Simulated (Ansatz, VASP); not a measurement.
# Two plane-wave programs on BeTe

INCAR

```
SYSTEM = BeTe
ALGO = Normal
EDIFF = 1E-6
EDIFFG = -0.001
ENCUT = 600
IBRION = 2
ISIF = 3
ISMEAR = 0
LASPH = .True.
LCHARG = .False.
LREAL = .False.
LWAVE = .False.
NELM = 60
NSW = 80
PREC = Accurate
SIGMA = 0.01
```

KPOINTS

```
k-points
0
Gamma
  8 8 8
  0 0 0
```

The input POSCAR:

```
BeTe
1.0
    0.0000000000      2.7773062662      2.7773062662
    2.7773062662      0.0000000000      2.7773062662
    2.7773062662      2.7773062662      0.0000000000
Be Te
1 1
Direct
    0.0000000000      0.0000000000      0.0000000000
    0.2500000000      0.2500000000      0.2500000000
```

Input for Ansatz:

```yaml
crystal:
  lattice:
    - [0.0, 2.7773062662, 2.7773062662]
    - [2.7773062662, 0.0, 2.7773062662]
    - [2.7773062662, 2.7773062662, 0.0]
  atoms:
    - { symbol: Be, position: [0.0, 0.0, 0.0] }
    - { symbol: Te, position: [0.25, 0.25, 0.25] }
basis:
  ecutwfc: 420
kpoints:
  mp_grid: { grid: [8, 8, 8] }
hamiltonian:
  xc: lda
scf:
  occupations: { method: fixed }
output:
  forces: true
  stress: true
  eigenvalues: true
relax:
  adjacent_minimum: "off"
  f_tol: 0.001
  max_steps: 60
  cell: { stress_tol: 0.01 }
```

Alike in both runs: task relaxation of cell and atoms; functional LDA; k mesh 8 × 8 × 8; no spin polarisation.

```csv
,VASP,Ansatz
version,VASP 6.6.1,Ansatz 0.2.0
potentials or method,"VASP PAW LDA potentials, release 64 (Be, Te)","scalar-relativistic, plane waves, PAW"
plane-wave cutoff (eV),600,420
occupations,"gaussian, width 0.01 eV",fixed
valence electrons in the cell,8,18
```

```tsv
	VASP	Ansatz	Ansatz less VASP
gap on the k mesh at the Fermi level, each at its own relaxed structure (eV)	1.78	1.79	+0.010
relaxed volume (Å³/atom)	21.51	21.42	-0.090
relaxed cell length with the largest relative difference (Å)	3.933	3.928	-0.0055
```

The two sets of potentials don't hold the same shells in valence.

Caveats: spin-orbit coupling is left out, which moves the levels of the heavy elements. A k mesh can miss the band edges.
